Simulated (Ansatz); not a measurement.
I:

```
I
1.0
     3.63503   -2.39502    0.00000
     3.63503    2.39502    0.00000
     0.00000    0.00000    9.79344
I
4
Direct
  0.64930 0.35070 0.38440
  0.14930 0.85070 0.11560
  0.35070 0.64930 0.61560
  0.85070 0.14930 0.88440
```

```yaml
Program: Ansatz 0.2.0
Task: relaxation of cell and atoms
Functional: LDA
Potentials_or_basis: Ansatz PAW
Cutoff: "420 eV (not typed: the program's choice for these potentials)"
k_mesh: 5 × 5 × 3
Occupations: fermi-dirac, width 0.05 eV
Spin: no spin polarisation
```

At the start: volume 42.63 Å³/atom.

**Question.** How do energy, volume and symmetry change on relaxing?

**Answer.** It ends after 9 steps and the volume is 36.99 Å³/atom (-13.2 %); space group Cmce (No. 64, to 0.05 Å).

Step by step:
| step | energy change (eV) | largest force (eV/Å) | volume (Å³) |
| --- | --- | --- | --- |
| 1 | 0.0000 | 0.7251 | 170.52 |
| 2 | -0.2078 | 0.2826 | 154.04 |
| 3 | -0.2802 | 0.1407 | 148.61 |
| 4 | -0.2929 | 0.0054 | 146.46 |
| 5 | -0.2933 | 0.0534 | 148.42 |
| 6 | -0.2989 | 0.0171 | 147.46 |
| 7 | -0.2990 | 0.0042 | 148.13 |
| 8 | -0.2991 | 0.0032 | 147.96 |
| 9 | -0.2952 | 0.0033 | 147.96 |

Final structure:
```
I
1.0
     3.57977   -2.15760    0.00000
     3.57977    2.15760    0.00000
     0.00000    0.00000    9.57840
I
4
Direct
  0.67520 0.32480 0.37689
  0.17520 0.82480 0.12311
  0.32480 0.67520 0.62311
  0.82480 0.17520 0.87689
```

Caveat: the plane-wave basis is chosen anew once the cell has moved, so the energies of steps on either side of that aren't comparable; the PAW data sets come from PBE, with cores solved anew for the run's functional, which leaves a small shift of forces and pressure.
